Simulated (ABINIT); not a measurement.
# Pb (Fm-3m) in ABINIT: a series of runs

Runs on Pb. Level: PBE. Tasks: relaxation of cell and atoms, single point.

Everything below comes from runs of ABINIT 10.8.3 (patched build). Logs are shortened: lines on timing, memory, paths and dates and some standing lists are left out, and cuts for length are marked. The log counts tension as positive stress, the text compression.

## (1) The crystal as given

It takes space group Fm-3m (No. 225, cubic). Conventional cell: a = 4.950 Å, b = 4.950 Å, c = 4.950 Å, α = 90.00°, β = 90.00°, γ = 90.00°. Around Pb (site symmetry m-3m) lie 12 Pb at 3.50 Å.

## (2) Relaxation of cell and atoms, PBE

Input file run.abi:

```
pp_dirpath "./"
pseudos "Pb.upf"

acell 3.5002068511 3.5002068511 3.5002068511 Angstrom
rprim
     0.0000000000     0.7071067812     0.7071067812
     0.7071067812     0.0000000000     0.7071067812
     0.7071067812     0.7071067812     0.0000000000
ntypat 1
znucl 82
natom 1
typat 1
chkprim 0
chksymtnons 0
tolsym 1.0e-6
xred
            0.0            0.0            0.0

ecut 28.0
ecutsm 0.5

kptopt 1
ngkpt 7 7 7
nshiftk 1
shiftk 0.0 0.0 0.0

ixc 11

nband 11
occopt 3
tsmear 0.00183747

nstep 80
tolvrs 1.0e-12

iomode 3
prteig 0
prtebands 0
prtwf 0
prtden 0

ionmov 2
optcell 2
ntime 50
tolmxf 2.0e-5
dilatmx 1.08
```

Potentials or basis: PseudoDojo NC SR PBE v0.4.1 standard.

Run with:

```console
> mpirun --bind-to none -np 4 abinit run.abi > log 2>&1
```

run.abo:

```text
.Version 10.8.3 of ABINIT
 Symmetries : space group Fm -3 m (#225); Bravais cF (face-center cubic)
================================================================================
 Values of the parameters that define the memory need of the present run
     intxc =       0    ionmov =       2      iscf =       7    lmnmax =       6
     lnmax =       6     mgfft =      36  mpssoang =       3    mqgrid =    3001
     natom =       1  nloc_mem =       1    nspden =       1   nspinor =       1
    nsppol =       1      nsym =      48    n1xccc =    2501    ntypat =       1
    occopt =       3   xclevel =       2
       mpw =        1841          nfft =       46656          nkpt =          20
================================================================================
================================================================================

--------------------------------------------------------------------------------
------------- Echo of variables that govern the present computation ------------
--------------------------------------------------------------------------------
 -outvars: echo values of preprocessed input variables --------
            acell      6.6144323326E+00  6.6144323326E+00  6.6144323326E+00 Bohr
              amu      2.07200000E+02
          chkprim           0
      chksymtnons           0
          dilatmx      1.08000000E+00
             ecut      2.80000000E+01 Hartree
           ecutsm      5.00000000E-01 Hartree
           ionmov           2
              ixc          11
         kptrlatt        7    0    0      0    7    0      0    0    7
          kptrlen      4.63010263E+01
            natom           1
            nband          11
            ngfft          36      36      36
             nkpt          20
            nstep          80
             nsym          48
            ntime          50
           ntypat           1
           occopt           3
          optcell           2
           prtden           0
        prtebands           0
           prteig           0
            prtwf           0
            rprim      0.0000000000E+00  7.0710678120E-01  7.0710678120E-01
                       7.0710678120E-01  0.0000000000E+00  7.0710678120E-01
                       7.0710678120E-01  7.0710678120E-01  0.0000000000E+00
          spgroup         225
           tolmxf      2.00000000E-05
           tolsym      1.00000000E-06
           tolvrs      1.00000000E-12
           tsmear      1.83747000E-03 Hartree
            typat      1
            znucl       82.00000

================================================================================

 chkinp: Checking input parameters for consistency.

================================================================================
== DATASET  1 ==================================================================

--- !DatasetInfo
iteration_state: {dtset: 1, }
dimensions: {natom: 1, nkpt: 20, mband: 11, nsppol: 1, nspinor: 1, nspden: 1, mpw: 1841, }
cutoff_energies: {ecut:  28.0, pawecutdg:  -1.0, }
electrons: {nelect:   1.40000000E+01, charge:   0.00000000E+00, occopt:   3.00000000E+00, tsmear:   1.83747000E-03, }
meta: {optdriver: 0, ionmov: 2, optcell: 2, iscf: 7, paral_kgb: 0, }
...

 Exchange-correlation functional for the present dataset will be:
  GGA: Perdew-Burke-Ernzerhof functional - ixc=11
  J.P.Perdew, K.Burke, M.Ernzerhof, PRL 77, 3865 (1996)

 Real(R)+Recip(G) space primitive vectors, cartesian coordinates (Bohr,Bohr^-1):
 R(1)=  0.0000000  4.6771100  4.6771100  G(1)= -0.1069036  0.1069036  0.1069036
 R(2)=  4.6771100  0.0000000  4.6771100  G(2)=  0.1069036 -0.1069036  0.1069036
 R(3)=  4.6771100  4.6771100  0.0000000  G(3)=  0.1069036  0.1069036 -0.1069036
 Unit cell volume ucvol=  2.0462691E+02 bohr^3
 Angles (23,13,12)=  6.00000000E+01  6.00000000E+01  6.00000000E+01 degrees

 getcut: wavevector=  0.0000  0.0000  0.0000  ngfft=  36  36  36
         ecut(hartree)=     32.659   => boxcut(ratio)=   2.11564

--- Pseudopotential description ------------------------------------------------
- pspini: atom type   1  psp file is ./Pb.upf
  82.00000  14.00000  171031                  znucl, zion, pspdat
12 -101130 2 -1 1678                          pspcod,pspxc,lmax,lloc,mmax
     nproj     2     2     2

   6.23237973E+02                                ecore*ucvol(ha*bohr**3)
--------------------------------------------------------------------------------

================================================================================

=== [ionmov= 2] Broyden-Fletcher-Goldfarb-Shanno method (forces)
================================================================================

--- Iteration: ( 1/50) Internal Cycle: (1/1)
--------------------------------------------------------------------------------

---SELF-CONSISTENT-FIELD CONVERGENCE--------------------------------------------

--- !BeginCycle
iteration_state: {dtset: 1, itime: 1, icycle: 1, }
solver: {iscf: 7, nstep: 80, nline: 4, wfoptalg: 0, }
tolerances: {tolvrs: 1.00E-12, }
...

     iter   Etot(hartree)      deltaE(h)  residm     vres2
 ETOT  1  -70.347757689902    -7.035E+01 1.092E-01 5.750E-01
 ETOT  2  -70.382701971964    -3.494E-02 2.227E-02 5.872E-01
 ETOT  3  -70.382793142283    -9.117E-05 8.546E-04 1.597E-02
 ETOT  4  -70.382794545243    -1.403E-06 4.678E-04 4.155E-04
 ETOT  5  -70.382794563007    -1.776E-08 5.877E-05 6.708E-05
 ETOT  6  -70.382794572325    -9.318E-09 2.686E-05 1.032E-06
 ETOT  7  -70.382794572480    -1.555E-10 1.251E-05 2.343E-08
 ETOT  8  -70.382794572484    -3.595E-12 5.701E-06 9.338E-12
 ETOT  9  -70.382794572483     5.400E-13 2.733E-06 2.311E-12
 ETOT 10  -70.382794572485    -1.577E-12 1.233E-06 7.448E-16

 At SCF step   10       vres2   =  7.45E-16 < tolvrs=  1.00E-12 =>converged.

 Cartesian components of stress tensor (hartree/bohr^3)
  sigma(1 1)= -9.87618420E-05  sigma(3 2)=  0.00000000E+00
  sigma(2 2)= -9.87618420E-05  sigma(3 1)=  0.00000000E+00
  sigma(3 3)= -9.87618420E-05  sigma(2 1)=  0.00000000E+00
[... 391 lines left out ...]
 Cartesian coordinates (xcart) [bohr]
  0.00000000000000E+00  0.00000000000000E+00  0.00000000000000E+00
 Reduced coordinates (xred)
  0.00000000000000E+00  0.00000000000000E+00  0.00000000000000E+00
 Cartesian forces (fcart) [Ha/bohr]; max,rms= 0.00000E+00 0.00000E+00 (free atoms)
 -0.00000000000000E+00 -0.00000000000000E+00 -0.00000000000000E+00
 Gradient of E wrt nuclear positions in reduced coordinates (gred)
  0.00000000000000E+00  0.00000000000000E+00  0.00000000000000E+00
 Scale of Primitive Cell (acell) [bohr]
  6.75307848382562E+00  6.75307848382562E+00  6.75307848382562E+00
 Real space primitive translations (rprimd) [bohr]
  0.00000000000000E+00  4.77514758979807E+00  4.77514758979807E+00
  4.77514758979806E+00  0.00000000000000E+00  4.77514758979806E+00
  4.77514758979806E+00  4.77514758979806E+00  0.00000000000000E+00
 Unitary Cell Volume (ucvol) [Bohr^3]=  2.17766160211919E+02
 Angles (23,13,12)= [degrees]
  6.00000000000000E+01  6.00000000000000E+01  6.00000000000000E+01
 Lengths [Bohr]
  6.75307848382562E+00  6.75307848382562E+00  6.75307848382562E+00
 Stress tensor in cartesian coordinates (strten) [Ha/bohr^3]
 -2.36671856765347E-09  0.00000000000000E+00  0.00000000000000E+00
  0.00000000000000E+00 -2.36671857112292E-09  0.00000000000000E+00
  0.00000000000000E+00  0.00000000000000E+00 -2.36671857459236E-09
 Total energy (etotal) [Ha]= -7.03834073680503E+01

 Difference of energy with previous step (new-old):
           Absolute (Ha)=-1.50511E-08
           Relative     =-2.13844E-10

 At Broyd/MD step   5, gradients are converged :
  max grad (force/stress) = 2.3667E-07 < tolmxf= 2.0000E-05 ha/bohr (free atoms)

================================================================================

 ----iterations are completed or convergence reached----

 Mean square residual over all n,k,spin=   88.900E-16; max=  17.007E-13
 reduced coordinates (array xred) for    1 atoms
       0.000000000000      0.000000000000      0.000000000000
 rms dE/dt=  0.0000E+00; max dE/dt=  0.0000E+00; dE/dt below (all hartree)
    1       0.000000000000      0.000000000000      0.000000000000

 cartesian coordinates (angstrom) at end:
    1      0.00000000000000     0.00000000000000     0.00000000000000

 cartesian forces (hartree/bohr) at end:
    1     -0.00000000000000    -0.00000000000000    -0.00000000000000
 frms,max,avg= 0.0000000E+00 0.0000000E+00   0.000E+00  0.000E+00  0.000E+00 h/b

 cartesian forces (eV/Angstrom) at end:
    1     -0.00000000000000    -0.00000000000000    -0.00000000000000
 frms,max,avg= 0.0000000E+00 0.0000000E+00   0.000E+00  0.000E+00  0.000E+00 e/A
 length scales=  6.753078483826  6.753078483826  6.753078483826 bohr
              =  3.573575234656  3.573575234656  3.573575234656 angstroms
 Fermi (or HOMO) energy (hartree) =   0.17793   Average Vxc (hartree)=  -0.37433
 Eigenvalues (hartree) for nkpt=  20  k points:
 kpt#   1, nband= 11, wtk=  0.00292, kpt=  0.0000  0.0000  0.0000 (reduced coord)
  -0.44508   -0.44508   -0.44508   -0.44084   -0.44084   -0.23600    0.43610    0.43610
   0.43610    0.54867    0.56808
      occupation numbers for kpt#   1
   2.00000    2.00000    2.00000    2.00000    2.00000    2.00000    0.00000    0.00000
   0.00000    0.00000    0.00000
 prteigrs : prtvol=0 or 1, do not print more k-points.

--- !EnergyTerms
iteration_state     : {dtset: 1, itime: 5, icycle: 1, }
comment             : Components of total free energy in Hartree
kinetic             :  3.44810981693556E+01
hartree             :  1.31307564757574E+01
xc                  : -1.99809272025184E+01
Ewald energy        : -4.70473922338131E+01
psp_core            :  2.86195969144142E+00
local_psp           : -3.94365447373962E+01
non_local_psp       : -1.43922406504286E+01
internal            : -7.03832904876020E+01
'-kT*entropy'       : -1.16880448324259E-04
total_energy        : -7.03834073680503E+01
total_energy_eV     : -1.91523008320024E+03
band_energy         : -4.43317903827971E+00
...

 Cartesian components of stress tensor (hartree/bohr^3)
  sigma(1 1)= -2.36671857E-09  sigma(3 2)=  0.00000000E+00
  sigma(2 2)= -2.36671857E-09  sigma(3 1)=  0.00000000E+00
  sigma(3 3)= -2.36671857E-09  sigma(2 1)=  0.00000000E+00

-Cartesian components of stress tensor (GPa)         [Pressure=  6.9631E-05 GPa]
- sigma(1 1)= -6.96312643E-05  sigma(3 2)=  0.00000000E+00
- sigma(2 2)= -6.96312644E-05  sigma(3 1)=  0.00000000E+00
- sigma(3 3)= -6.96312645E-05  sigma(2 1)=  0.00000000E+00

== END DATASET(S) ==============================================================
================================================================================

 -outvars: echo values of variables after computation  --------
            acell      6.7530784838E+00  6.7530784838E+00  6.7530784838E+00 Bohr
           etotal     -7.0383407368E+01
            fcart     -0.0000000000E+00 -0.0000000000E+00 -0.0000000000E+00
            rprim      0.0000000000E+00  7.0710678119E-01  7.0710678119E-01
                       7.0710678119E-01  0.0000000000E+00  7.0710678119E-01
                       7.0710678119E-01  7.0710678119E-01  0.0000000000E+00
           strten     -2.3667185677E-09 -2.3667185711E-09 -2.3667185746E-09
                       0.0000000000E+00  0.0000000000E+00  0.0000000000E+00
 Calculation completed.
```

Run time: 15 s. Hardware: 4 MPI ranks of Arm Neoverse V1, shared host; peak memory 0.28 GiB.

Results:

```yaml
Free_energy: -1915.2301 eV
Relaxed_volume: 32.27 Å³/atom
Relaxed_cell: a = 3.574 Å, b = 3.574 Å, c = 3.574 Å, α = 60.00°, β = 60.00°, γ = 60.00°
Space_group_after_relaxing_to_0.05_Å: Fm-3m (No. 225)
Energy_gained_by_relaxing: 16.7 meV/atom
Ionic_steps: 5
Pressure_after_relaxing: 0.0 GPa
Band_gap_on_the_k_mesh: none (metal or under the smearing width)
```

Step by step:
```tsv
step	energy change (eV)	largest force (eV/Å)	pressure (GPa)	volume (Å³)
1	0.0000	0.0000	2.91	30.32
2	-0.0045	0.0000	2.44	30.59
3	-0.0166	0.0000	0.18	32.13
4	-0.0167	0.0000	0.01	32.26
5	-0.0167	0.0000	0.00	32.27
```

Final structure:
```
Pb
1.0
     0.00000    2.52690    2.52690
     2.52690    0.00000    2.52690
     2.52690    2.52690    0.00000
Pb
1
Direct
  0.00000 0.00000 0.00000
```

Spin-orbit coupling is left out, which matters for the levels of Pb.

## (3) Single point, PBE (cell relaxed)

Input file run.abi:

```
# Pseudopotentials
pp_dirpath "./"
pseudos "Pb.upf"

# Structure
acell 3*1.0
rprim
     0.0000000000     4.7751475837     4.7751475837
     4.7751475837     0.0000000000     4.7751475837
     4.7751475837     4.7751475837     0.0000000000
ntypat 1
znucl 82
natom 1
typat 1
xred
     0.0000000000     0.0000000000     0.0000000000
chkprim 0
chksymtnons 0
tolsym 1.0e-6

# Plane-wave basis
ecut 28.0

# k points
kptopt 1
ngkpt 7 7 7
nshiftk 1
shiftk 0.0 0.0 0.0

# Exchange and correlation
ixc 11

# Bands and occupations
nband 11
occopt 3
tsmear 0.05 eV

# SCF cycle
nstep 100
tolvrs 1.0e-10

# Output
iomode 3
prtwf 0
prtden 0
prteig 0
prtebands 0
enunit 1
```

Potentials or basis: PseudoDojo NC SR PBE v0.4.1 standard.

Run with:

```console
> mpirun --bind-to none -np 4 abinit run.abi > log 2>&1
```

It took 3.8 s on 4 MPI ranks of Arm Neoverse V1, shared host; peak memory 0.28 GiB.

It converged, with:

```yaml
Free_energy: -1915.2301 eV
Pressure: 0.0 GPa
Band_gap_on_the_k_mesh: none (metal or under the smearing width)
Valence_electrons_inside_the_program's_atomic_spheres: Pb 10.03 (radii [1.0584] Å)
```

Levels at points of the mesh, in eV from the Fermi level:
```
           k point  band 4  band 5  band 6  band 7  band 8  band 9  band 10  band 11
(0.00, 0.00, 0.00)  -16.84  -16.84  -11.26    7.03    7.03    7.03    10.09    10.62
```

The run has no spin-orbit coupling, so splittings on Pb are missing.

## (4) Comparison with measurements

Step 2. The cell as given is a measured one (30.32 Å³/atom); PBE puts the equilibrium volume +6.4 % from it, thermal expansion not counted.
